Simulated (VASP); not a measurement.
## ZnS in VASP 6.6.1, single-point calculation

INCAR

```
PREC = Accurate
ISMEAR = 0
LREAL = .FALSE.
EDIFF = 1E-7
NBANDS = 16
SIGMA = 0.005
LCHARG = .FALSE.
ENCUT = 520
LWAVE = .FALSE.
NELM = 58
GGA = PE
ISIF = 2
NSW = 0
LASPH = .TRUE.
IBRION = -1
```

KPOINTS

```
KPOINTS created by Atomic Simulation Environment
0
Gamma
8 8 8
0 0 0
```

POSCAR

```
Zn S
 1.0000000000000000
     0.0000000000000000    2.6940858314999998    2.5863223983000001
     2.6940858314999998    0.0000000000000000    2.5863223983000001
     2.6940858314999998    2.6940858314999998    0.0000000000000000
 Zn  S
   1   1
Cartesian
  0.0000000000000000  0.0000000000000000  0.0000000000000000
  1.3470429157499997  1.3470429157499997  1.2931611991500001
```

The recommended PBE PAW datasets give the neutral cell 18 valence electrons.

Command

```
mpirun -np 1 vasp_std
```

OSZICAR

```
N       E                     dE             d eps       ncg     rms          rms(c)
DAV:   1     0.893956204948E+02    0.89396E+02   -0.89910E+03  1888   0.137E+03
DAV:   2    -0.143320120698E+01   -0.90829E+02   -0.85120E+02  2120   0.264E+02
DAV:   3    -0.717014754949E+01   -0.57369E+01   -0.57130E+01  2312   0.643E+01
DAV:   4    -0.722853046777E+01   -0.58383E-01   -0.58367E-01  2408   0.670E+00
DAV:   5    -0.722917794264E+01   -0.64747E-03   -0.64746E-03  2368   0.683E-01    0.755E+00
DAV:   6    -0.681979136550E+01    0.40939E+00   -0.74393E-01  2824   0.309E+01    0.585E+00
DAV:   7    -0.679727748738E+01    0.22514E-01   -0.26706E-01  2280   0.481E+00    0.291E+00
DAV:   8    -0.679650160364E+01    0.77588E-03   -0.56966E-03  2528   0.108E+00    0.770E-01
DAV:   9    -0.679666507702E+01   -0.16347E-03   -0.14093E-03  2280   0.293E-01    0.916E-02
DAV:  10    -0.679680573157E+01   -0.14065E-03   -0.18057E-04  2344   0.989E-02    0.355E-02
DAV:  11    -0.679681648977E+01   -0.10758E-04   -0.34539E-05  2272   0.472E-02    0.949E-03
DAV:  12    -0.679681725190E+01   -0.76213E-06   -0.35236E-06  2432   0.164E-02    0.601E-03
DAV:  13    -0.679681729519E+01   -0.43293E-07   -0.24058E-07  2440   0.734E-03
   1 F= -.67968173E+01 E0= -.67968173E+01  d E =-.349567-112
```

From OUTCAR

```
k-points           NKPTS =     59   k-points in BZ     NKDIM =     59   number of bands    NBANDS=     16

   NELECT =      18.0000    total number of electrons

   dimension x,y,z NGX =    28 NGY =   28 NGZ =   28
   dimension x,y,z NGXF=    56 NGYF=   56 NGZF=   56

  energy-cutoff  :      520.00
  volume of cell :       37.54
      direct lattice vectors                 reciprocal lattice vectors
     0.000000000  2.694085831  2.586322398    -0.185591711  0.185591711  0.193324699
     2.694085831  0.000000000  2.586322398     0.185591711 -0.185591711  0.193324699
     2.694085831  2.694085831  0.000000000     0.185591711  0.185591711 -0.193324699

 k-points in reciprocal lattice and weights: KPOINTS created by Atomic Simulation Env
   0.00000000  0.00000000  0.00000000       0.002
   0.12500000  0.00000000  0.00000000       0.016
   0.25000000  0.00000000  0.00000000       0.016
   0.37500000  0.00000000  0.00000000       0.016
   0.50000000  0.00000000  0.00000000       0.008
   0.12500000  0.12500000  0.00000000       0.004
   0.25000000  0.12500000  0.00000000       0.016
   0.37500000  0.12500000  0.00000000       0.016
   ...

 E-fermi :   2.7502

 k-point     1 :       0.0000    0.0000    0.0000
  band No.  band energies     occupation
      1     -10.9124      2.00000
      2      -3.9722      2.00000
      3      -3.9722      2.00000
      4      -3.9480      2.00000
      5      -3.4158      2.00000
      6      -3.4007      2.00000
      7       2.5358      2.00000
      8       2.5358      2.00000
      9       2.6716      2.00000
     10       4.9125      0.00000
     11       8.9489      0.00000
     12       8.9489      0.00000
     13       8.9598      0.00000
     14      14.0583      0.00000
     15      14.5865      0.00000
     16      14.8477      0.00000

 k-point     2 :       0.1250    0.0000    0.0000
  band No.  band energies     occupation
      1     -10.7851      2.00000
      2      -3.9711      2.00000
      3      -3.9501      2.00000
      4      -3.9284      2.00000
      5      -3.4162      2.00000
      6      -3.4041      2.00000
      7       1.4320      2.00000
      8       2.3635      2.00000
      9       2.4799      2.00000
     10       5.7244      0.00000
     11       8.8694      0.00000
     12       9.2024      0.00000
     13       9.2598      0.00000
     14      13.5269      0.00000
     15      13.9924      0.00000
     16      15.5292      0.00000

 k-point     3 :       0.2500    0.0000    0.0000
  band No.  band energies     occupation
      1     -10.4508      2.00000
      2      -3.9350      2.00000
      3      -3.9029      2.00000
      4      -3.8745      2.00000
      5      -3.4077      2.00000
      6      -3.4049      2.00000
      7      -0.3677      2.00000
      8       1.9908      2.00000
      9       2.1554      2.00000
     10       6.1981      0.00000
     11       9.5003      0.00000
     12       9.5062      0.00000
     13       9.8519      0.00000
     14      13.5056      0.00000
     15      13.6407      0.00000
     16      15.0153      0.00000

 ...

  Total        1.2875410      1.2875410      1.6189154      0.0000000      0.0000000      0.0000000
  in kB       54.9460058     54.9460058     69.0874615      0.0000000      0.0000000      0.0000000
  external PRESSURE =      59.6598243 kB  Pullay stress =       0.0000000 kB

 POSITION                                       TOTAL-FORCE (eV/Angst)
 -----------------------------------------------------------------------------------
      0.00000      0.00000      0.00000         0.000000      0.000000     -0.000000
      1.34704      1.34704      1.29316        -0.000000     -0.000000      0.000000
 -----------------------------------------------------------------------------------
    total drift:                                0.000002      0.000002      0.000001

  FREE ENERGIE OF THE ION-ELECTRON SYSTEM (eV)
  ---------------------------------------------------
  free  energy   TOTEN  =        -6.7968172952 eV

  energy  without entropy=       -6.7968172952  energy(sigma->0) =       -6.79681730
```

It converged. Results: gap between bands v and c on the k mesh 2.24 eV; least direct gap on the k mesh 2.24 eV; pressure 6.0 GPa. Band v is the last that the valence electrons fill when counted band by band, and c is the next.

For comparison, a separate PBE run of the intended cell, on usual settings and not on those above, gives a gap of 2.24 eV on its mesh and a pressure of 6.0 GPa.

The run above took about 24 s on one core of a shared host (Intel Xeon Platinum 8488C) and held 0.17 GiB at most.
